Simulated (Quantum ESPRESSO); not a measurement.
## BaTiO3: single point with PBE

Crystal: BaTiO3.

```xyz
5
Lattice="2.8274 1.6324 2.3184 -2.8274 1.6324 2.3184 0.0000 -3.2648 2.3184" Properties=species:S:1:pos:R:3 pbc="T T T"
Ba    0.0000    0.0000    0.0000
Ti    0.0000    0.0000    3.3698
O     1.3885   -0.8017    2.3988
O    -1.3885   -0.8017    2.3988
O     0.0000    1.6033    2.3988
```

```json
{
  "Program": "Quantum ESPRESSO 7.5",
  "Task": "single point",
  "Functional": "PBE",
  "Potentials or basis": "SG15 PBE 1.2",
  "Cutoff": "1197 eV",
  "Density cutoff": "4789 eV",
  "k mesh": "4 × 4 × 4",
  "Occupations": "fermi-dirac, width 0.05 eV",
  "Spin": "no spin polarisation"
}
```

```yaml
Pressure: 5.1 GPa
Largest_force: 0.175 eV/Å
Band_gap_on_the_k_mesh: 2.47 eV, indirect (least direct gap 2.83 eV)
```

Forces in eV/Å, atoms in the order of the input:
```
Ba   0.000  0.000 -0.117
Ti   0.000  0.000  0.175
O    0.143 -0.083 -0.019
O   -0.143 -0.083 -0.019
O    0.000  0.166 -0.019
```

Stress tensor (GPa, compression positive):
```
5.14 0.00 0.00
0.00 5.14 0.00
0.00 0.00 4.92
```

Levels at points of the mesh, in eV from the valence-band top:
```tsv
k point	band 18	band 19	band 20	band 21	band 22	band 23
(0.00, 0.00, 0.00)	-0.49	-0.36	-0.36	2.47	2.47	2.61
(0.00, 0.00, -0.50)	-1.59	-0.92	-0.79	2.62	3.87	3.97
(0.00, -0.50, -0.50)	-0.85	-0.81	-0.05	3.96	3.96	4.31
(-0.50, -0.50, -0.50)	-0.01	-0.01	0.00	4.43	4.58	4.58
```

Run time: 37 s on 4 MPI ranks on Intel(R) Xeon(R) Processor @ 2.50GHz (Skylake/Cascade Lake), on a shared host, peak memory 0.32 GiB a rank.

Caveat: spin-orbit coupling is left out, which moves the levels of the heavy elements. A k mesh can miss the band edges.
